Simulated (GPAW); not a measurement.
The system is KCl.

```
K Cl
1.0
     3.83920    0.00000    0.00000
     0.00000    3.83920    0.00000
     0.00000    0.00000    3.83920
K Cl
1 1
Direct
  0.00000 0.00000 0.00000
  0.50000 0.50000 0.50000
```

Measurements of this composition are mostly on another form, of space group No. 225.

Program: GPAW 26.7.0. Alike in all runs: no spin polarisation; cell as given.

Q: Order these runs on this cell by their band gap on the k mesh, lowest first.
A. level PBEsol; potentials or basis PAW data sets generated in the run's folder for this functional, pw; k mesh 6 × 6 × 6; cutoff (eV) 450; smearing fermi-dirac 0.05 eV; maxiter 120; convergence default
B. level TB-mBJ; potentials or basis GPAW PAW data sets for LDA (gpaw-data 1.2.1), pw; k mesh 8 × 8 × 8; cutoff (eV) 600; smearing fermi-dirac 0.05 eV; maxiter 150
C. level LDA; potentials or basis the program's PAW data sets (release 1.2.1) made for this functional, pw; k mesh 6 × 6 × 6; cutoff (eV) 450; smearing fermi-dirac 0.001 eV; maxiter 150; response ecut 80 eV; response k mesh 18 × 18 × 18; response bands 28

A: C (4.37 eV), A (4.63 eV), B (7.71 eV).

Caveats: the long-wavelength limit can be off by a per cent or two (some runs); a model potential gives levels but no total energy (some runs).

A k mesh can miss the band edges.
